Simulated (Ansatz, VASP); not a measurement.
One calculation of Sb, two programs

```
Sb
1.0
     0.00000    3.43669    3.43669
     3.43669    0.00000    3.43669
     3.43669    3.43669    0.00000
Sb
2
Direct
  0.00000 0.00000 0.00000
  0.25000 0.25000 0.25000
```

Alike in both runs: functional PBEsol; k mesh 14 × 14 × 14; occupations gaussian, width 0.1 eV; no spin polarisation.

Ansatz relaxed the structure, and its values are those at the end. VASP's run is a single point on that final structure, the one shown.

```csv
,VASP,Ansatz
version,VASP 6.6.1,Ansatz 0.2.0
potentials or method,"VASP PAW PBE potentials, release 64 (Sb)","scalar-relativistic, plane waves, PAW"
plane-wave cutoff (eV),520,420
valence electrons in the cell,10,30
```

```tsv
	VASP	Ansatz	Ansatz less VASP
gap on the k mesh at the Fermi level (eV)	none	none	-
pressure (GPa)	0.1	0.0	-0.10
```

A gap of «none» marks a metal or a gap that the smearing closes. The two sets of potentials don't hold the same shells in valence.

Caveats: the PAW data sets were made with another functional, which shifts forces and pressure a little (VASP). Spin-orbit coupling is left out, which matters for the levels of Sb.
